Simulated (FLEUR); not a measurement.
# Ge (Fd-3m) in FLEUR: settings compared, part 2 of 2

FLEUR MaX-R8.1 (later development tree). Earlier steps stand in the parts before.

## Step 3: Band structure, BLYP

Input file inp.xml:

```xml
<?xml version="1.0" encoding="UTF-8" standalone="no"?>
<fleurInput fleurInputVersion="0.39">
   <comment>
      Ge                                                                                                  
   </comment>
   <calculationSetup>
      <cutoffs Kmax="4.58" Gmax="14.2" GmaxXC="14.2" numbands="0"/>
      <scfLoop itmax="60" minDistance="0.00001" maxIterBroyd="15" imix="Anderson" alpha="0.05" precondParam="0.0" spinf="2.0" sdNocoIR="T"/>
      <coreElectrons ctail="T" frcor="F" kcrel="0" coretail_lmax="0"/>
      <xcFunctional name="LibXC" relativisticCorrections="F">
         <LibXCName exchange="gga_x_b88" correlation="gga_c_lyp"/>
      </xcFunctional>
      <magnetism jspins="1"/>
      <soc l_soc="F" theta="0.0" phi="0.0" spav="F"/>
      <expertModes spex="0" secvar="F"/>
      <geometryOptimization l_f="F" forcealpha="1.0" forcemix="BFGS" epsdisp="0.00001" epsforce="0.00001"/>
      <ldaU l_linMix="F" mixParam="0.05" spinf="1.0"/>
   </calculationSetup>
   <cell>
      <bzIntegration valenceElectrons="44.0" mode="hist" fermiSmearingEnergy="0.00183747">
         <kPointListSelection listName="default-1"/>
         <!-- k-points included here -->
         <xi:include xmlns:xi="http://www.w3.org/2001/XInclude" href="kpts.xml"> </xi:include>
      </bzIntegration>
      <!-- symmetry operations included here -->
      <xi:include xmlns:xi="http://www.w3.org/2001/XInclude" href="sym.xml"> </xi:include>
      <bulkLattice scale="1.0">
         <bravaisMatrix>
            <row-1>    0.0000000000000000     5.3458651311421859     5.3458651311421859</row-1>
            <row-2>    5.3458651311421859     0.0000000000000000     5.3458651311421859</row-2>
            <row-3>    5.3458651311421859     5.3458651311421859     0.0000000000000000</row-3>
         </bravaisMatrix>
      </bulkLattice>
   </cell>
   <atomSpecies>
      <species name="Germanium (Ge)" element="Ge" atomicNumber="32">
         <mtSphere radius="2.14" gridPoints="707" logIncrement="0.017"/>
         <atomicCutoffs lmax="9" lnonsphr="7"/>
         <electronConfig flipSpins="F">
            <coreConfig>(1s1/2) (2s1/2) (2p1/2) (2p3/2)</coreConfig>
            <valenceConfig>(3s1/2) (3p1/2) (3p3/2) (4s1/2) (3d3/2) (3d5/2) (4p1/2) (4p3/2)</valenceConfig>
            <stateOccupation state="(4p1/2)" spinUp="0.333333" spinDown="0.333333"/>
            <stateOccupation state="(4p3/2)" spinUp="0.666667" spinDown="0.666667"/>
         </electronConfig>
         <energyParameters s="4" p="4" d="3" f="4"/>
         <lo type="SCLO" l="0" n="3" eDeriv="0"/>
         <lo type="SCLO" l="1" n="3" eDeriv="0"/>
         <lo type="SCLO" l="1" n="3" eDeriv="1"/>
         <lo type="HELO" l="2" n="4" eDeriv="0"/>
         <lo type="HELO" l="2" n="4" eDeriv="1"/>
         <lo type="SCLO" l="3" n="4" eDeriv="2"/>
      </species>
   </atomSpecies>
   <atomGroups>
      <atomGroup species="Germanium (Ge)">
         <relPos label="                   1">-3.000/8.000 -3.000/8.000 -3.000/8.000</relPos>
         <relPos label="                   2">3.000/8.000 3.000/8.000 3.000/8.000</relPos>
         <force calculate="T" relaxXYZ="TTT"/>
      </atomGroup>
   </atomGroups>
   <output dos="F" band="F" slice="F">
      <checks vchk="F" cdinf="F"/>
      <bandDOS minEnergy="-.5*Htr" maxEnergy="0.5*Htr" sigma="0.015" storeEVData="T"/>
      <vacuumDOS vacdos="F" integ="F" star="F" nstars="0" locx1="0.0" locy1="0.0" locx2="0.0" locy2="0.0" nstm="0" tworkf="0.0"/>
      <unfoldingBand unfoldBand="F" supercellX="1" supercellY="1" supercellZ="1"/>
      <plotting iplot="0" polar="F">
         <plot TwoD="T" vec1="  1.0  0.0  0.0" vec2="  0.0  1.0  0.0" vec3="  0.0  0.0  1.0" zero="  0.0  0.0  0.0" file="plot"/>
      </plotting>
      <chargeDensitySlicing numkpt="0" minEigenval="0.0" maxEigenval="0.0" nnne="0" pallst="F"/>
      <specialOutput eonly="F"/>
      <moessbauerParams electricFieldGradient="T" isomerShift="T" coreHyperfine="T" valenceHyperfine="T"/>
      <magneticCircularDichroism mcd="F" energyLo="-10.0" energyUp="0.0"/>
   </output>
  <!-- We include the file relax.xml here to enable relaxations (see documentation) -->
  <xi:include xmlns:xi="http://www.w3.org/2001/XInclude" href="relax.xml"> <xi:fallback/> </xi:include>
</fleurInput>
```

Input file crystal.txt:

```
Ge
&input cartesian=F /
0.0000000000  2.8289100000  2.8289100000
2.8289100000  0.0000000000  2.8289100000
2.8289100000  2.8289100000  0.0000000000
1.8897261246
1.0 1.0 1.0

2
32 0.7500000000  0.7500000000  0.7500000000
32 0.5000000000  0.5000000000  0.5000000000

&kpt div1=8 div2=8 div3=8 gamma=T /
```

Input file inp.xml (bands):

```
<?xml version="1.0" encoding="UTF-8" standalone="no"?>
<fleurInput fleurInputVersion="0.39">
   <comment>
      Ge                                                                                                  
   </comment>
   <calculationSetup>
      <cutoffs Kmax="4.58" Gmax="14.2" GmaxXC="14.2" numbands="0"/>
      <scfLoop itmax="60" minDistance="0.00001" maxIterBroyd="15" imix="Anderson" alpha="0.05" precondParam="0.0" spinf="2.0" sdNocoIR="T"/>
      <coreElectrons ctail="T" frcor="F" kcrel="0" coretail_lmax="0"/>
      <xcFunctional name="LibXC" relativisticCorrections="F">
         <LibXCName exchange="gga_x_b88" correlation="gga_c_lyp"/>
      </xcFunctional>
      <magnetism jspins="1"/>
      <soc l_soc="F" theta="0.0" phi="0.0" spav="F"/>
      <expertModes spex="0" secvar="F"/>
      <geometryOptimization l_f="F" forcealpha="1.0" forcemix="BFGS" epsdisp="0.00001" epsforce="0.00001"/>
      <ldaU l_linMix="F" mixParam="0.05" spinf="1.0"/>
   </calculationSetup>
   <cell>
      <bzIntegration valenceElectrons="44.0" mode="hist" fermiSmearingEnergy="0.00183747">
         <kPointListSelection listName="path-1"/>
         <!-- k-points included here -->
         <xi:include xmlns:xi="http://www.w3.org/2001/XInclude" href="kpts.xml"> </xi:include>
      </bzIntegration>
      <!-- symmetry operations included here -->
      <xi:include xmlns:xi="http://www.w3.org/2001/XInclude" href="sym.xml"> </xi:include>
      <bulkLattice scale="1.0">
         <bravaisMatrix>
            <row-1>    0.0000000000000000     5.3458651311421859     5.3458651311421859</row-1>
            <row-2>    5.3458651311421859     0.0000000000000000     5.3458651311421859</row-2>
            <row-3>    5.3458651311421859     5.3458651311421859     0.0000000000000000</row-3>
         </bravaisMatrix>
      </bulkLattice>
   </cell>
   <atomSpecies>
      <species name="Germanium (Ge)" element="Ge" atomicNumber="32">
         <mtSphere radius="2.14" gridPoints="707" logIncrement="0.017"/>
         <atomicCutoffs lmax="9" lnonsphr="7"/>
         <electronConfig flipSpins="F">
            <coreConfig>(1s1/2) (2s1/2) (2p1/2) (2p3/2)</coreConfig>
            <valenceConfig>(3s1/2) (3p1/2) (3p3/2) (4s1/2) (3d3/2) (3d5/2) (4p1/2) (4p3/2)</valenceConfig>
            <stateOccupation state="(4p1/2)" spinUp="0.333333" spinDown="0.333333"/>
            <stateOccupation state="(4p3/2)" spinUp="0.666667" spinDown="0.666667"/>
         </electronConfig>
         <energyParameters s="4" p="4" d="3" f="4"/>
         <lo type="SCLO" l="0" n="3" eDeriv="0"/>
         <lo type="SCLO" l="1" n="3" eDeriv="0"/>
         <lo type="SCLO" l="1" n="3" eDeriv="1"/>
         <lo type="HELO" l="2" n="4" eDeriv="0"/>
         <lo type="HELO" l="2" n="4" eDeriv="1"/>
         <lo type="SCLO" l="3" n="4" eDeriv="2"/>
      </species>
   </atomSpecies>
   <atomGroups>
      <atomGroup species="Germanium (Ge)">
         <relPos label="                   1">-3.000/8.000 -3.000/8.000 -3.000/8.000</relPos>
         <relPos label="                   2">3.000/8.000 3.000/8.000 3.000/8.000</relPos>
         <force calculate="T" relaxXYZ="TTT"/>
      </atomGroup>
   </atomGroups>
   <output dos="F" band="T" slice="F">
      <checks vchk="F" cdinf="F"/>
      <bandDOS minEnergy="-.5*Htr" maxEnergy="0.5*Htr" sigma="0.015" storeEVData="T"/>
      <vacuumDOS vacdos="F" integ="F" star="F" nstars="0" locx1="0.0" locy1="0.0" locx2="0.0" locy2="0.0" nstm="0" tworkf="0.0"/>
      <unfoldingBand unfoldBand="F" supercellX="1" supercellY="1" supercellZ="1"/>
      <plotting iplot="0" polar="F">
         <plot TwoD="T" vec1="  1.0  0.0  0.0" vec2="  0.0  1.0  0.0" vec3="  0.0  0.0  1.0" zero="  0.0  0.0  0.0" file="plot"/>
      </plotting>
      <chargeDensitySlicing numkpt="0" minEigenval="0.0" maxEigenval="0.0" nnne="0" pallst="F"/>
      <specialOutput eonly="F"/>
      <moessbauerParams electricFieldGradient="T" isomerShift="T" coreHyperfine="T" valenceHyperfine="T"/>
      <magneticCircularDichroism mcd="F" energyLo="-10.0" energyUp="0.0"/>
   </output>
  <!-- We include the file relax.xml here to enable relaxations (see documentation) -->
  <xi:include xmlns:xi="http://www.w3.org/2001/XInclude" href="relax.xml"> <xi:fallback/> </xi:include>
</fleurInput>
```

Potentials or basis: all-electron, FLAPW.

The run is started by

```console
> inpgen -f crystal.txt -profile fastHighL
> # inp.xml edited to the form shown
> fleur_MPI
> fleur_MPI   # second run, on inp.xml (bands)
```

It took 46 s on 1 thread of Arm Neoverse V1, shared host; peak memory 0.06 GiB.

The run converged. Its results:

```yaml
Free_energy: -114258.3663 eV
Band_gap_along_the_path: none (metal or under the smearing width)
Valence_electrons_inside_the_program's_atomic_spheres: Ge 19.97 (radii Ge 2.14 bohr)
```

Levels at the corners of the path, in eV from the Fermi level:
```csv
point,band 18,band 19,band 20,band 21,band 22,band 23,band 24,band 25,band 26,band 27
Γ,-24.65,-12.81,-0.22,-0.02,-0.02,-0.02,2.56,2.56,2.56,6.69
X,-24.60,-8.96,-8.96,-3.05,-3.05,0.87,0.87,9.40,9.40,11.63
W,-24.59,-8.87,-8.87,-3.84,-3.84,4.29,4.29,4.85,4.85,11.01
K,-24.59,-9.43,-8.37,-4.26,-2.62,1.25,4.13,7.18,7.34,8.27
Γ,-24.65,-12.81,-0.22,-0.02,-0.02,-0.02,2.56,2.56,2.56,6.69
L,-24.62,-10.75,-7.61,-1.41,-1.41,0.13,3.80,3.80,7.38,10.72
U,-24.59,-9.43,-8.37,-4.26,-2.62,1.25,4.13,7.18,7.34,8.27
W,-24.59,-8.87,-8.87,-3.84,-3.84,4.29,4.29,4.85,4.85,11.01
L,-24.62,-10.75,-7.61,-1.41,-1.41,0.13,3.80,3.80,7.38,10.72
K,-24.59,-9.43,-8.37,-4.26,-2.62,1.25,4.13,7.18,7.34,8.27
U,-24.59,-9.43,-8.37,-4.26,-2.62,1.25,4.13,7.18,7.34,8.27
X,-24.60,-8.96,-8.96,-3.05,-3.05,0.87,0.87,9.40,9.40,11.63
```

Core levels (eV from the Fermi level):
```csv
atom,levels
1 Ge,"1s1/2 -10956.5, 2s1/2 -1367.1, 2p1/2 -1215.8, 2p3/2 -1183.9"
2 Ge,"1s1/2 -10956.5, 2s1/2 -1367.1, 2p1/2 -1215.8, 2p3/2 -1183.9"
```

Caveat: this crystal is a semiconductor, whose small gap the functional closes, so the metal is an error of the method.

## Step 4: Equation of state, BLYP, 21.28 Å³/atom (volume scaled by 0.94)

Edit inp.xml of step 3 so:

```diff
@@ -6,3 +6,3 @@
    <calculationSetup>
-      <cutoffs Kmax="4.58" Gmax="14.2" GmaxXC="14.2" numbands="0"/>
+      <cutoffs Kmax="4.71" Gmax="14.6" GmaxXC="14.6" numbands="0"/>
       <scfLoop itmax="60" minDistance="0.00001" maxIterBroyd="15" imix="Anderson" alpha="0.05" precondParam="0.0" spinf="2.0" sdNocoIR="T"/>
@@ -26,3 +26,3 @@
       <xi:include xmlns:xi="http://www.w3.org/2001/XInclude" href="sym.xml"> </xi:include>
-      <bulkLattice scale="1.0">
+      <bulkLattice scale="0.9795861087">
          <bravaisMatrix>
@@ -36,3 +36,3 @@
       <species name="Germanium (Ge)" element="Ge" atomicNumber="32">
-         <mtSphere radius="2.14" gridPoints="707" logIncrement="0.017"/>
+         <mtSphere radius="2.08" gridPoints="707" logIncrement="0.017"/>
          <atomicCutoffs lmax="9" lnonsphr="7"/>
```

The run is started by

```console
> inpgen -f crystal.txt -profile fastHighL
> # inp.xml edited to the form shown
> fleur_MPI
```

It took 42 s on 1 thread of Arm Neoverse V1, shared host; peak memory 0.08 GiB.

Results (log left out):

```yaml
Free_energy: -114258.1984 eV
Band_gap_on_the_k_mesh: 0.35 eV, indirect (least direct gap 0.37 eV)
Valence_electrons_inside_the_program's_atomic_spheres: Ge 19.86 (radii Ge 2.08 bohr)
```

## Step 5: Equation of state, BLYP, 21.73 Å³/atom (volume scaled by 0.96)

Edit inp.xml of step 4 so:

```diff
@@ -26,3 +26,3 @@
       <xi:include xmlns:xi="http://www.w3.org/2001/XInclude" href="sym.xml"> </xi:include>
-      <bulkLattice scale="0.9795861087">
+      <bulkLattice scale="0.9864848297">
          <bravaisMatrix>
```

The run is started by

```console
> inpgen -f crystal.txt -profile fastHighL
> # inp.xml edited to the form shown
> fleur_MPI
```

Wall time 40 s (1 thread of Arm Neoverse V1, shared host); peak memory 0.09 GiB.

The run converged. Its results:

```
Free energy                                           : -114258.2643 eV
Band gap on the k mesh                                : 0.17 eV, direct
Valence electrons inside the program's atomic spheres : Ge 19.84 (radii Ge 2.08 bohr)
```

## Step 6: Equation of state, BLYP, 22.64 Å³/atom

Edit inp.xml of step 5 so:

```diff
@@ -26,3 +26,3 @@
       <xi:include xmlns:xi="http://www.w3.org/2001/XInclude" href="sym.xml"> </xi:include>
-      <bulkLattice scale="0.9864848297">
+      <bulkLattice scale="1.0000000000">
          <bravaisMatrix>
```

Potentials or basis: all-electron, FLAPW.

The run is started by

```console
> inpgen -f crystal.txt -profile fastHighL
> # inp.xml edited to the form shown
> fleur_MPI
```

Wall time 46 s (1 thread of Arm Neoverse V1, shared host); peak memory 0.09 GiB.

It converged, with:

* Free energy: -114258.3642 eV
* Band gap on the k mesh: none (metal or under the smearing width)
* Valence electrons inside the program's atomic spheres: Ge 19.81 (radii Ge 2.08 bohr)

## Step 7: Equation of state, BLYP, 23.54 Å³/atom (volume scaled by 1.04)

Edit inp.xml of step 6 so:

```diff
@@ -26,3 +26,3 @@
       <xi:include xmlns:xi="http://www.w3.org/2001/XInclude" href="sym.xml"> </xi:include>
-      <bulkLattice scale="1.0000000000">
+      <bulkLattice scale="1.0131594038">
          <bravaisMatrix>
```

The run is started by

```console
> inpgen -f crystal.txt -profile fastHighL
> # inp.xml edited to the form shown
> fleur_MPI
```

It took 49 s on 1 thread of Arm Neoverse V1, shared host; peak memory 0.09 GiB.

It converged, with:

| Property | Result |
| --- | --- |
| Free energy | -114258.4263 eV |
| Band gap on the k mesh | none (metal or under the smearing width) |
| Valence electrons inside the program's atomic spheres | Ge 19.78 (radii Ge 2.08 bohr) |

## Step 8: Equation of state, BLYP, 24.00 Å³/atom (volume scaled by 1.06)

Edit inp.xml of step 7 so:

```diff
@@ -26,3 +26,3 @@
       <xi:include xmlns:xi="http://www.w3.org/2001/XInclude" href="sym.xml"> </xi:include>
-      <bulkLattice scale="1.0131594038">
+      <bulkLattice scale="1.0196128224">
          <bravaisMatrix>
```

The run is started by

```console
> inpgen -f crystal.txt -profile fastHighL
> # inp.xml edited to the form shown
> fleur_MPI
```

Run time: 51 s. Hardware: 1 thread of Arm Neoverse V1, shared host; peak memory 0.09 GiB.

The run converged. Its results:

| Property | Result |
| --- | --- |
| Free energy | -114258.4462 eV |
| Band gap on the k mesh | none (metal or under the smearing width) |
| Valence electrons inside the program's atomic spheres | Ge 19.77 (radii Ge 2.08 bohr) |

## Step 9: Equation of state, BLYP

Potentials or basis: all-electron, FLAPW.

This step only gathers the single runs of the series.

Results:

```yaml
Equilibrium_volume: "25.22 Å³/atom (rough: see the caveat)"
Bulk_modulus: 51 GPa (rough)
```

Energy against volume, from the lowest point:
```
volume (Å³/atom)  energy (meV/atom)
          21.281             123.91
          21.733              90.96
          22.639              41.04
          23.545               9.95
          23.997               0.00
```

Caveat: the minimum lies outside the volumes run.

## Step 10: Against experiment

Step 2. Against the measured gap of Ge, 0.666 eV (indirect; 293 K; “Electronic and optical properties of SixGe1-x-ySny alloys lattice-matched to Ge”, 2021, arxiv:2109.02782), the calculated 0.00 eV is off by -0.67 eV. 3 values of this kind are on record (0.666 to 0.807 eV); this one was drawn at random among those near their median. Spin-orbit coupling on Ge is left out. The value is that of PBE, without temperature or zero-point motion. Semilocal functionals fall short of measured gaps as a rule.

Step 3. A measured gap of Ge is 0.666 eV (indirect; 293 K; “Electronic and optical properties of SixGe1-x-ySny alloys lattice-matched to Ge”, 2021, arxiv:2109.02782); the calculated 0.00 eV misses it by -0.67 eV. 3 values of this kind are on record (0.666 to 0.807 eV); this one was drawn at random among those near their median. Spin-orbit coupling on Ge is left out. The value is that of BLYP, without temperature or zero-point motion. Semilocal functionals fall short of measured gaps as a rule.
